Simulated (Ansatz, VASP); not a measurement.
**PbSe (Clausthalite) in VASP and in Ansatz**

```
CELL_PARAMETERS angstrom
0.00000 3.06065 3.06065
3.06065 0.00000 3.06065
3.06065 3.06065 0.00000
ATOMIC_POSITIONS crystal
Pb 0.00000 0.00000 0.00000
Se 0.50000 0.50000 0.50000
```

Alike in both runs: task relaxation of cell and atoms; functional PBEsol; dispersion D4; k mesh 8 × 8 × 8; occupations fermi-dirac, width 0.05 eV; no spin polarisation.

|  | VASP | Ansatz |
| --- | --- | --- |
| version | VASP 6.6.1 | Ansatz 0.2.0 |
| potentials or method | VASP PAW PBE potentials, release 64 (Pb_d, Se) | Ansatz PAW |
| plane-wave cutoff (eV) | 600 | 420 |
| valence electrons in the cell | 20 | 30 |

|  | VASP | Ansatz | Ansatz less VASP |
| --- | --- | --- | --- |
| gap on the k mesh at the Fermi level, each at its own relaxed structure (eV) | 0.09 | 0.09 | -0.003 |
| relaxed volume (Å³/atom) | 27.75 | 27.76 | +0.003 |
| relaxed cell length with the largest relative difference (Å) | 4.282 | 4.282 | +0.0001 |
| energy change over the relaxation (meV/atom) | -5 | -5 | -0.2 |

The two sets of potentials don't hold the same shells in valence.

Caveats: spin-orbit coupling is left out, which as a rule narrows the gap of such compounds by several tenths of an eV; the PAW data sets were made with another functional, which shifts forces and pressure a little (VASP); the plane-wave basis is chosen anew once the cell has moved, so the energies of steps on either side of that aren't comparable (Ansatz); the PAW data sets come from PBE, with cores solved anew for the run's functional, which leaves a small shift of forces and pressure (Ansatz). A k mesh can miss the band edges.
